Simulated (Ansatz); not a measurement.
Tl (P6_3/mmc)

Theory: DFT PBE+D3(BJ), scalar-relativistic, plane waves, PAW (Ansatz 0.2.0).

Settings: cutoff 420 eV, Γ-centred mesh 15×15×8 on the computed 2-atom cell, Gaussian smearing of 0.10 eV; no spin polarisation.

The structure is relaxed at this level of theory with its symmetry kept.

```xyz
2
Lattice="3.5346 0.0000 0.0000 -1.7673 3.0610 0.0000 0.0000 0.0000 5.4734" Properties=species:S:1:pos:R:3 pbc="T T T"
Tl    0.0000    2.0407    1.3683
Tl    1.7673    1.0203    4.1050
```

Problem. Density of states at the Fermi level?

Solution. 0.77 states/eV per cell.

Problem. Löwdin character within 0.5 eV of the Fermi level?

Solution. Tl 6p 76 %, Tl 6s 21 %.

Problem. Bulk modulus?

Solution. 32 GPa.

Problem. Its pressure derivative?

Solution. 5.2.

Problem. Bader charges (e)?

Solution. Tl (2 in the cell) 0.00.

Spin-orbit coupling is left out, which matters for the bands of heavy elements.